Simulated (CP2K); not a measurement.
# BeS in CP2K: the effect of pseudo set

Crystal: BeS.

```
S Be
1.0
     3.42947    0.00000    0.00000
     1.71473    2.97001    0.00000
     1.71473    0.99000    2.80015
S Be
1 1
Cartesian
  5.1442 2.9700 2.1001
  0.0000 0.0000 0.0000
```

Alike in all runs:

```yaml
Program: CP2K 2026.2
Task: band structure
Functional: PBE
Density_cutoff: 11565 eV
k_mesh: 9 × 9 × 9
Occupations: fermi-dirac, width 0.05 eV
Spin: no spin polarisation
```

```csv
pseudo set,gap on the mesh (eV),pressure (GPa)
PBE,4.32,1.5
PADE,4.38,0.6
BLYP,4.30,1.8
SCAN,?,?
PBE0,4.32,1.6
```

What does the run with pseudo set SCAN give?

gap on the mesh 4.40 eV; pressure 1.4 GPa.

Caveats: the basis of atomic orbitals isn't converged, which shifts pressures, moduli and gaps; the potentials were made for another functional, which shifts forces and pressure (some runs).

A k mesh can miss the band edges.
